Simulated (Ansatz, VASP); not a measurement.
Given: the input of a run of VASP 6.6.1 on ZrC.

File INCAR:

```
SYSTEM = ZrC
PREC = Accurate ; ENCUT = 520
EDIFF = 1E-7 ; ISMEAR = -1
SIGMA = 0.05 ; LREAL = .FALSE.
LASPH = .TRUE. ; NELM = 100
ALGO = Normal ; ISIF = 2
LWAVE = .FALSE. ; LCHARG = .FALSE.
GGA = PS ; NBANDS = 24
```

File KPOINTS:

```
regular mesh
0
G
  9 9 5
  0 0 0
```

POSCAR

```
ZrC
1.0
    3.3456398925      0.0000000000      0.0000000000
   -1.6728199463      2.8974091388      0.0000000000
    0.0000000000      0.0000000000      5.2185570330
Zr C
2 2
Direct
    0.6666666667      0.3333333333      0.7500000000
    0.3333333333      0.6666666667      0.2500000000
    0.0000000000      0.0000000000      0.5000000000
    0.0000000000      0.0000000000      0.0000000000
```

Potentials or basis: VASP PAW PBE potentials, release 64 (Zr_sv, C).

Launch:

```sh
$ cat potpaw_PBE.64/Zr_sv/POTCAR potpaw_PBE.64/C/POTCAR > POTCAR
$ mpirun -np 1 vasp_std > vasp.out
```

Problem. Set up the same calculation for Ansatz 0.2.0. Potentials there: Ansatz PAW.

Solution. As run (the cutoff follows the program's own potentials):

File input.yaml:

```yaml
crystal:
  lattice:
    - [3.3456398925, 0.0, 0.0]
    - [-1.6728199463, 2.8974091388, 0.0]
    - [0.0, 0.0, 5.218557033]
  atoms:
    - { symbol: Zr, position: [0.6666666667, 0.3333333333, 0.75] }
    - { symbol: Zr, position: [0.3333333333, 0.6666666667, 0.25] }
    - { symbol: C, position: [0.0, 0.0, 0.5] }
    - { symbol: C, position: [0.0, 0.0, 0.0] }
hamiltonian:
  xc: pbesol
  pseudopotentials: { kind: paw }
kpoints:
  mp_grid: { grid: [9, 9, 5] }
scf:
  occupations: { method: fermi_dirac, width: 0.05 }
output:
  forces: true
  stress: true
  eigenvalues: true
```

Potentials or basis: Ansatz PAW.

Command:

```console
$ ansatz run input.yaml --threads 1 --pin off --max-ram 3584MiB --backend cpu --events-out ev --progress --plain --runs-dir out
```

Both were run:

|  | VASP | Ansatz | Ansatz less VASP |
| --- | --- | --- | --- |
| gap on the k mesh at the Fermi level (eV) | none | none | - |
| pressure (GPa) | 1.5 | 1.1 | -0.38 |
| largest component of the traceless stress (GPa) | 0.93 | 0.96 | +0.021 |

A gap of «none» marks a metal or a gap that the smearing closes.

Caveats: the PAW data sets were made with another functional, which shifts forces and pressure a little (VASP); the PAW data sets come from PBE, with cores solved anew for the run's functional, which leaves a small shift of forces and pressure (Ansatz).
